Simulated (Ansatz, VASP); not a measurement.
# Pt in VASP and in Ansatz

POSCAR

```
Pt
1.0
   -1.5573636253      1.5573636253      1.5573636253
    1.5573636253     -1.5573636253      1.5573636253
    1.5573636253      1.5573636253     -1.5573636253
Pt
1
Direct
    0.0000000000      0.0000000000      0.0000000000
```

Contents of INCAR.step1:

```
SYSTEM = Pt
  ALGO = Normal
  EDIFF = 1E-4
  ENCUT = 520
  GGA = PE
  ISMEAR = -1
  LASPH = .True.
  LCHARG = .False.
  LREAL = .False.
  LWAVE = .True.
  NBANDS = 11
  NELM = 80
  PREC = Accurate
  SIGMA = 0.1
```

Contents of INCAR.step2:

```
SYSTEM = Pt
  ALGO = Normal
  EDIFF = 1E-7
  ENCUT = 520
  ISIF = 2
  ISMEAR = -1
  ISTART = 1
  LASPH = .True.
  LCHARG = .False.
  LMIXTAU = .True.
  LREAL = .False.
  LWAVE = .False.
  METAGGA = R2SCAN
  NBANDS = 11
  NELM = 80
  PREC = Accurate
  SIGMA = 0.1
```

File KPOINTS:

```
k-points
0
Gamma
  13 13 13
  0 0 0
```

Input for Ansatz:

```yaml
crystal:
  lattice:
    - [-1.5573636252925767, 1.5573636252925767, 1.5573636252925767]
    - [1.5573636252925767, -1.5573636252925767, 1.5573636252925767]
    - [1.5573636252925767, 1.5573636252925767, -1.5573636252925767]
  atoms:
    - { symbol: Pt, position: [0.0, 0.0, 0.0] }
basis:
  ecutwfc: 600.0
kpoints:
  mp_grid:
    grid: [13, 13, 13]
hamiltonian:
  xc: r2scan
  pseudopotentials:
    kind: paw
scf:
  occupations:
    method: fermi_dirac
    width: 0.1
output:
  stress: true
```

This isn't the form of Pt at room conditions, which is fcc.

Alike in both runs: task single point; functional r2SCAN; k mesh 13 × 13 × 13; occupations fermi-dirac, width 0.1 eV; no spin polarisation.

```csv
,VASP,Ansatz
version,VASP 6.6.1,Ansatz 0.2.0
potentials or method,"VASP PAW PBE potentials, release 64 (Pt)","plane waves, PAW"
plane-wave cutoff (eV),520,600
valence electrons in the cell,10,18
```

VASP gave:

```
pressure (GPa) : 7.6
```

Problem. Which values does Ansatz return?

Solution. Pressure (GPa): 6.9.

The two sets of potentials don't hold the same shells in valence.

Caveats: the PAW data sets were made with another functional, which shifts forces and pressure a little (VASP). The runs have no spin-orbit coupling, so splittings on Pt are missing.
